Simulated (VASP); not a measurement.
Write the native input for VASP 6.6.1 that does the following.

- Task: relaxation of cell and atoms
- Functional: PBE
- Dispersion: D3(BJ)
- Potentials or basis: VASP PAW PBE potentials, release 64 (P)
- Cutoff: 600 eV
- k mesh: 15 × 15 × 13
- Occupations: methfessel-paxton, width 0.1 eV
- Spin: no spin polarisation
- Further INCAR settings: ALGO = Normal; EDIFF = 1e-07; IBRION = 2; EDIFFG = -0.005; NSW = 90; ISIF = 3

The structure of P lies in POSCAR:

```
P                                       
1.0
    1.7118631482      0.9883446495      2.9068405922
   -1.7118631482      0.9883446495      2.9068405922
    0.0000000000     -1.9766892988      2.9068405922
  P             
     2
Direct
     0.2339935676860720    0.2339935676860720    0.2339935676860700
     0.7660064323139280    0.7660064323139280    0.7660064323139300
```

This isn't the form of P at room conditions, which is orthorhombic.

One way to write it, as run:

INCAR

```
SYSTEM = P
PREC = Accurate ; ENCUT = 600
EDIFF = 1E-7 ; ISMEAR = 1
SIGMA = 0.1 ; LREAL = .FALSE.
LASPH = .TRUE. ; NELM = 80
ALGO = Normal ; ISIF = 3
LWAVE = .FALSE. ; LCHARG = .FALSE.
GGA = PE ; IVDW = 12
IBRION = 2 ; NSW = 90
EDIFFG = -0.005
```

KPOINTS

```
regular mesh
0
G
  15 15 13
  0 0 0
```

Potentials or basis: VASP PAW PBE potentials, release 64 (P).

Launch:

```bash
$ cat potpaw_PBE.64/P/POTCAR > POTCAR
$ mpirun -np 1 vasp_std > vasp.out
```

It gave:

The pressure after relaxing is 0.0 GPa, the band gap on the k mesh is none (metal or under the smearing width) and the dispersion energy per atom is -0.479 eV.

Caveat: the relaxation stopped at its first step, so nothing moved; pairwise dispersion overbinds metals, which lowers pressure and volume.

Run time: 90 s on 1 thread of Intel(R) Xeon(R) Platinum 8559C (Emerald Rapids) (shared host), peak memory 0.33 GiB.
